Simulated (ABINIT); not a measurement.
Runs of ABINIT 10.8.3 (patched build) on Ge. The structure is tetragonal, space group I4_1/amd (No. 141). Conventional cell: a = 5.149 Å, b = 5.149 Å, c = 2.795 Å, α = 90.00°, β = 90.00°, γ = 90.00°. Ge (site symmetry -4m2) has 6 Ge at 2.67 to 2.79 Å as nearest neighbours. This isn't the form of Ge at room conditions, which is diamond.

```tsv
task	level	potentials or basis	cell	k mesh	cutoff (eV)	bands in the sums	broadening (eV)	scissor shift (eV)	tensor components	cell freedom (optcell)	gap on the mesh (eV)	pressure (GPa)
optical spectrum	PBEsol	PseudoDojo NC SR PBEsol v0.4.1 standard	as given	12 × 12 × 12	952	20	0.15	0	[11, 33]	-	none	-3.1
single point	WC	PseudoDojo NC SR PBEsol v0.4.1 standard	as given	8 × 8 × 8	1061	-	-	-	-	-	none	(a)
single point	LDA	PseudoDojo NC SR LDA v0.4 stringent	as given	8 × 8 × 8	1524	-	-	-	-	-	none	-4.1
relaxation of cell and atoms	LDA	PseudoDojo NC SR LDA v0.4.1 standard	relaxed	8 × 8 × 8	1088	-	-	-	-	2	none	0.0
single point	PBEsol	PseudoDojo NC SR PBEsol v0.4.1 standard	as given	8 × 8 × 8	952	-	-	-	-	-	none	-3.0
```

Alike in all rows: no spin polarisation; smearing fermi-dirac 0.05 eV.

Task: Estimate the missing entries.

Result: (a) -0.2.

Caveats: the intraband (Drude) term is left out (some runs); spectra need much finer meshes, so this one isn't converged (some runs); the potentials were made for another functional, which shifts forces and pressure (some runs).

A k mesh can miss the band edges, and the runs leave out spin-orbit coupling on Ge.

A gap of «none» marks a metal or a gap under the smearing width.

Not every run made on this cell is shown here.
